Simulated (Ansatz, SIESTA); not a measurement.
This is a calculation of InSe for SIESTA 5.4.2. Measurements of this composition are mostly on another form, of space group No. 160.

File InSe.fdf:

```
SystemName                      InSe
SystemLabel                     InSe
NumberOfSpecies                 2
NumberOfAtoms                   8
%block ChemicalSpeciesLabel
  1  49 In
  2  34 Se
%endblock ChemicalSpeciesLabel

LatticeConstant                 1.0 Ang
%block LatticeVectors
     4.0473293151     0.0000000000     0.0000000000
    -2.0236646576     3.5050900044     0.0000000000
     0.0000000000     0.0000000000    18.0520649100
%endblock LatticeVectors
AtomicCoordinatesFormat         Fractional
%block AtomicCoordinatesAndAtomicSpecies
     0.3333333333     0.6666666667     0.0773904900  1  In
     0.3333333333     0.6666666667     0.9226095100  1  In
     0.0000000000     0.0000000000     0.4226063200  1  In
     0.0000000000     0.0000000000     0.5773936800  1  In
     0.3333333333     0.6666666667     0.3529842800  2  Se
     0.3333333333     0.6666666667     0.6470157200  2  Se
     0.6666666667     0.3333333333     0.1469999300  2  Se
     0.6666666667     0.3333333333     0.8530000700  2  Se
%endblock AtomicCoordinatesAndAtomicSpecies

%block kgrid.MonkhorstPack
    8   0   0  0.0
    0   8   0  0.0
    0   0   2  0.0
%endblock kgrid.MonkhorstPack
XC.Functional                   GGA
XC.Authors                      PBEsol
PAO.BasisSize                   DZP
PAO.EnergyShift                 0.003 Ry
Mesh.Cutoff                     500 Ry
OccupationFunction              FD
ElectronicTemperature           0.05 eV
MaxSCFIterations                120
SCF.MustConverge                false
SCF.Mixer.Method                Pulay
SCF.Mixer.Weight                0.25
SCF.Mixer.History               8
SCF.DM.Tolerance                5.0e-05
SCF.H.Tolerance                 1.0e-03 eV
WriteForces                     true
Charge.Mulliken                 end
%block PAO.Basis
  In 4
  n=5 0 2
    6.955 0.000
  n=5 1 2
    9.500 0.000
  n=4 2 2
    4.114 0.000
  n=5 2 1
    9.500
  Se 4
  n=4 0 2
    5.129 0.000
  n=4 1 2
    6.708 0.000
  n=3 2 2
    2.662 0.000
  n=4 2 1
    6.708
%endblock PAO.Basis
```

Potentials or basis: PseudoDojo 0.4 standard (PBEsol files), converted to PSML, two zetas on semicore shells, DZP (energy shift 0.003 Ry; two zetas on semicore shells).

Command:

```sh
$ siesta < InSe.fdf > InSe.out 2>&1
```

Problem. What does the same run look like in Ansatz 0.2.0? Potentials or basis there: all-electron LAPW, scalar-relativistic.

Solution. As run (cutoffs and basis follow the program's own potentials, and thresholds, step limits or extra output files can differ):

File input.yaml:

```yaml
crystal:
  lattice:
    - [4.0473293151, 0.0, 0.0]
    - [-2.0236646576, 3.5050900044, 0.0]
    - [0.0, 0.0, 18.05206491]
  atoms:
    - { symbol: In, position: [0.3333333333, 0.6666666667, 0.07739049] }
    - { symbol: In, position: [0.3333333333, 0.6666666667, 0.92260951] }
    - { symbol: In, position: [0.0, 0.0, 0.42260632] }
    - { symbol: In, position: [0.0, 0.0, 0.57739368] }
    - { symbol: Se, position: [0.3333333333, 0.6666666667, 0.35298428] }
    - { symbol: Se, position: [0.3333333333, 0.6666666667, 0.64701572] }
    - { symbol: Se, position: [0.6666666667, 0.3333333333, 0.14699993] }
    - { symbol: Se, position: [0.6666666667, 0.3333333333, 0.85300007] }
kpoints:
  mp_grid: { grid: [8, 8, 2] }
scf:
  occupations: { method: fermi_dirac, width: 0.05 }
hamiltonian:
  xc: pbesol
  pseudopotentials: { kind: all_electron, lapw: { basis_error: 0.001 } }
output:
  forces: true
  stress: true
  eigenvalues: true
  populations: true
```

Potentials or basis: all-electron LAPW, scalar-relativistic.

Command:

```console
$ ansatz run input.yaml --threads 4 --pin off --max-ram 12288MiB --backend cpu --events-out ev --progress --plain --runs-dir out
```

Both were run:

|  | SIESTA | Ansatz |
| --- | --- | --- |
| Pressure | 0.0 GPa | -0.8 GPa |

Where Ansatz's input types no cutoff or centring, it takes its own default and a Γ-centred mesh.

Pressure is positive in compression.
